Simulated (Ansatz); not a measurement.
# Li: stress in a strained cell

Li is deformed so: zz strain of -2 %. What stress and forces result, by LAPW, PAW and all-electron datasets made for the crystal?

Method: DFT PBE, scalar-relativistic, in Ansatz 0.2.0.

## Step 1: The system as given

It takes space group R-3m (No. 166, trigonal). Conventional cell: a = 3.101 Å, b = 3.101 Å, c = 22.765 Å, α = 90.00°, β = 90.00°, γ = 120.00°. Around Li (site symmetry -3m) lie 12 Li at 3.10 Å. Around Li (site symmetry 3m) lie 12 Li at 3.09 to 3.10 Å.

Coordinates:

```xyz
3
Lattice="1.5505 0.8952 7.5883 -1.5505 0.8952 7.5883 0.0000 -1.7904 7.5883" Properties=species:S:1:pos:R:3 pbc="T T T"
Li    0.0000    0.0000    0.0000
Li    0.0000    0.0000    5.0538
Li    0.0000    0.0000   17.7111
```

Atoms are numbered in the order of the input: Li1, Li2, Li3.

## Step 2: After the deformation

Space group R-3m before, R-3m after.

## Step 3: All-electron LAPW

Contents of input.yaml:

```yaml
crystal:
  lattice:
    - [1.5504989657, 0.8951809952, 7.436534]
    - [-1.5504989657, 0.8951809952, 7.436534]
    - [0.0, -1.7903619905, 7.436534]
  atoms:
    - { symbol: Li, position: [0.0, 0.0, 0.0] }
    - { symbol: Li, position: [0.222, 0.222, 0.222] }
    - { symbol: Li, position: [0.778, 0.778, 0.778] }
kpoints:
  mp_grid: { grid: [12, 12, 12] }
  band_path:
    path:
      - [0.0, 0.0, 0.0]
      - [0.5, 0.5, 0.5]
      - [0.8236730623, 0.1763269377, 0.5]
      - [0.5, -0.1763269377, 0.1763269377]
      - [0.5, 0.0, 0.0]
      - [0.0, 0.0, 0.0]
      - [0.3381634689, -0.3381634689, 0.0]
      - [0.6618365311, 0.0, 0.3381634689]
      - [0.5, 0.0, 0.5]
    npoints: 5
scf:
  occupations: { method: fermi_dirac, width: 0.05 }
hamiltonian:
  xc: pbe
  pseudopotentials: { kind: all_electron, lapw: { basis_error: 0.001 } }
output:
  forces: true
  stress: true
  eigenvalues: true
```

Launch:

```
ansatz run input.yaml --threads 1 --pin off --max-ram 6144MiB --backend cpu --events-out ev --progress --plain --runs-dir out
```

## Step 4: Frozen-core PAW

Contents of input.yaml:

```yaml
crystal:
  lattice:
    - [1.5504989657, 0.8951809952, 7.436534]
    - [-1.5504989657, 0.8951809952, 7.436534]
    - [0.0, -1.7903619905, 7.436534]
  atoms:
    - { symbol: Li, position: [0.0, 0.0, 0.0] }
    - { symbol: Li, position: [0.222, 0.222, 0.222] }
    - { symbol: Li, position: [0.778, 0.778, 0.778] }
kpoints:
  mp_grid: { grid: [12, 12, 12] }
scf:
  occupations: { method: fermi_dirac, width: 0.05 }
hamiltonian:
  xc: pbe
  pseudopotentials: { kind: paw }
output:
  forces: true
  stress: true
  eigenvalues: true
  efg: { contact_densities: true }
```

## Step 5: Datasets made for this crystal

input.yaml, as its differences from that of step 4:

```diff
@@ -15,3 +15,3 @@
   xc: pbe
-  pseudopotentials: { kind: paw }
+  pseudopotentials: { kind: all_electron, datasets: crystal }
 output:
```

(Steps that only read results are left out.)

What does the calculation give? Wanted: pressure; largest shear or deviatoric stress.

The runs gave:

| quantity | value |
| --- | --- |
| pressure | LAPW -0.27, PAW -0.28, crystal datasets -0.28 GPa |
| largest shear or deviatoric stress (LAPW) | 0.14 GPa |

**Reading.** The largest part of the stress beyond the pressure is 0.14 GPa in size, in the zz component; the atoms are carried along and not relaxed. No run of the undeformed cell stands beside it, so the pressure holds what the given cell had before the change. PAW: stress within 0.01 GPa of LAPW. Crystal datasets: stress within 0.01 GPa of LAPW.
